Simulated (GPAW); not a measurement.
The system is BaTiO3.

```xyz
5
Lattice="3.9998 0.0000 0.0000 0.0000 3.9998 0.0000 0.0000 0.0000 4.0180" Properties=species:S:1:pos:R:3 pbc="T T T"
Ba    0.0000    0.0000    0.0000
Ti    1.9999    1.9999    1.9688
O     0.0000    1.9999    2.0773
O     1.9999    0.0000    2.0773
O     1.9999    1.9999    0.0763
```

Program: GPAW 26.7.0. Alike in all runs: task band structure; potentials or basis PAW data sets generated in the run's folder for this functional, pw; no spin polarisation; cell as given; cutoff (eV) 800; smearing fermi-dirac 0.05 eV.

Question: Order these runs on this cell by their band gap on the k mesh, lowest first.
A. level PBEsol+U; U Ti d U = 8 eV; k mesh 5 × 5 × 5; band points 100
B. level PBEsol+U; U Ti d U = 6 eV; k mesh 5 × 5 × 5; band points 100
C. level PBEsol+U; U Ti d U = 2 eV; k mesh 5 × 5 × 5; band points 100
D. level PBEsol; k mesh 7 × 7 × 7; band points 80
E. level PBEsol+U; U Ti d U = 4 eV; k mesh 5 × 5 × 5; band points 100

Answer: D (1.86 eV), C (2.19 eV), E (2.49 eV), B (2.81 eV), A (3.16 eV).

Caveats: spin-orbit coupling is left out, which moves the levels of the heavy elements; the mesh misses the band edges, which the band path finds closer together.

Runs at the PBE level aren't shown here.
